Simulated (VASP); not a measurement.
## InAs: elastic constants with PBEsol

InAs:

```
In As
1.0
     0.00000    3.04545    3.04545
     3.04545    0.00000    3.04545
     3.04545    3.04545    0.00000
In As
1 1
Cartesian
  0.0000 0.0000 0.0000
  1.5227 1.5227 1.5227
```

```yaml
Program: VASP 6.6.1
Task: elastic constants
Functional: PBEsol
Potentials_or_basis: VASP PAW PBE potentials, release 64 (In_d, As)
Cutoff: 600 eV
k_mesh: 10 × 10 × 10
Occupations: gaussian, width 0.03 eV
Spin: no spin polarisation
Ions_in_elastic_constants: relaxed
Further_INCAR_settings: ALGO = Normal; EDIFF = 1e-08; IBRION = 6; POTIM = 0.015; NSW = 1; ISIF = 3
```

```json
{"Elastic constants C11, C12, C44": "78, 45, 34 GPa", "Voigt bulk modulus": "56 GPa", "Highest phonon frequency at Γ, LO-TO splitting left out": "207 cm⁻¹"}
```

Phonon frequencies in cm⁻¹ (negative: imaginary):
```csv
q point,frequencies
"(0.000, 0.000, 0.000)",0 0 0 207 207 207
```

Elastic tensor in Voigt notation (GPa, in the Cartesian axes of the cell as first typed):
```
78 45 45  0  0  0
45 78 45  0  0  0
45 45 78  0  0  0
 0  0  0 34  0  0
 0  0  0  0 34  0
 0  0  0  0  0 34
```

Clamped-ion elastic tensor (GPa):
```
78 45 45  0  0  0
45 78 45  0  0  0
45 45 78  0  0  0
 0  0  0 57  0  0
 0  0  0  0 57  0
 0  0  0  0  0 57
```

Wall time 30 min on 1 thread of Intel(R) Xeon(R) Platinum 8488C (Sapphire Rapids), on a shared host, peak memory 0.55 GiB.

Caveat: the PAW data sets were made with another functional, which shifts forces and pressure a little.
